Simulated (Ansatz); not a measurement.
Starting structure of a cell relaxation (symmetry kept):

```
CELL_PARAMETERS angstrom
0.00000 2.83380 2.83380
2.83380 0.00000 2.83380
2.83380 2.83380 0.00000
ATOMIC_POSITIONS crystal
Zn 0.00000 0.00000 0.00000
Se 0.25000 0.25000 0.25000
```

These are results of Ansatz 0.2.0, DFT PBEsol, scalar-relativistic, plane waves, PAW, not measurements.

Plane waves to 420 eV, a k mesh through Γ of 8×8×8 on the computed 2-atom cell and Gaussian smearing (0.02 eV); no spin polarisation.

Question: What does it relax to?

Answer: The volume goes down by 0.41 Å³/atom to 22.34 Å³/atom, and the energy falls by 1.5 meV/atom. Final structure:
```yaml
crystal:
  lattice:
    - [0.00000, 2.81660, 2.81660]
    - [2.81660, 0.00000, 2.81660]
    - [2.81660, 2.81660, 0.00000]
  atoms:
    - { symbol: Zn, position: [0.00000, 0.00000, 0.00000] }
    - { symbol: Se, position: [0.25000, 0.25000, 0.25000] }
```